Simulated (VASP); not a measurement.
Runs of VASP 6.6.1 on Si. The cell holds a slab with vacuum, 2 atoms: a = 3.848 Å, b = 3.848 Å, c = 18.444 Å, α = 90.00°, β = 90.00°, γ = 120.00°. The cell was built by a generator and needn't be a form met in nature.

```csv
task,level,cell,cutoff (eV),dipole correction,gap on the mesh (eV),relaxed volume (Å³/atom)
relaxation of cell and atoms,PBEsol,relaxed,600,-,none,-
relaxation of cell and atoms,PBE,relaxed,600,-,none,119.50
relaxation of cell and atoms,PBE+D3(BJ),relaxed,600,-,none,(a)
relaxation of cell and atoms,r2SCAN+rVV10,relaxed,600,-,none,118.62
```

Alike in all rows: potentials or basis VASP PAW PBE potentials, release 64 (Si); no spin polarisation; k mesh 9 × 9 × 1; smearing gaussian 0.03 eV.

**Question.** Fill in the values left out.

**Answer.** (a) 118.23.

Caveats: the PAW data sets were made with another functional, which shifts forces and pressure a little (some runs); the relaxation stopped at its first step, so nothing moved (some runs).

A gap of «none» marks a metal or a gap under the smearing width.
